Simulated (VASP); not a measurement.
Write the native input for VASP 6.6.1 that does the following.

```
Task                   : single point
Functional             : PBE
Potentials or basis    : VASP PAW PBE potentials, release 64 (Mg, O)
Cutoff                 : 400 eV
k mesh                 : 10 × 10 × 10
Occupations            : gaussian, width 0.02 eV
Spin                   : no spin polarisation
Further INCAR settings : ALGO = Normal; EDIFF = 1e-07; NBANDS = 11
```

The structure of MgO lies in POSCAR:

```
MgO
1.0
    0.0000000000      2.1085000000      2.1085000000
    2.1085000000      0.0000000000      2.1085000000
    2.1085000000      2.1085000000      0.0000000000
Mg O
1 1
Direct
    0.0000000000      0.0000000000      0.0000000000
    0.5000000000      0.5000000000      0.5000000000
```

These files were run (other wordings do the same):

INCAR

```
SYSTEM = MgO
PREC = Accurate
ENCUT = 400
EDIFF = 1E-7
ISMEAR = 0
SIGMA = 0.02
LREAL = .FALSE.
LASPH = .TRUE.
NELM = 80
ALGO = Normal
ISIF = 2
LWAVE = .FALSE.
LCHARG = .FALSE.
GGA = PE
NBANDS = 11
```

KPOINTS

```
Automatic mesh
0
G
  10 10 10
  0 0 0
```

Potentials or basis: VASP PAW PBE potentials, release 64 (Mg, O).

Command:

```sh
$ cat potpaw_PBE.64/Mg/POTCAR potpaw_PBE.64/O/POTCAR > POTCAR
$ mpirun -np 1 vasp_std > vasp.out
```

Results of the run:

* Band gap on the k mesh: 4.70 eV, direct

It took 6.1 s on 1 thread of Intel(R) Xeon(R) Platinum 8488C (Sapphire Rapids), on a shared host, peak memory 0.13 GiB.
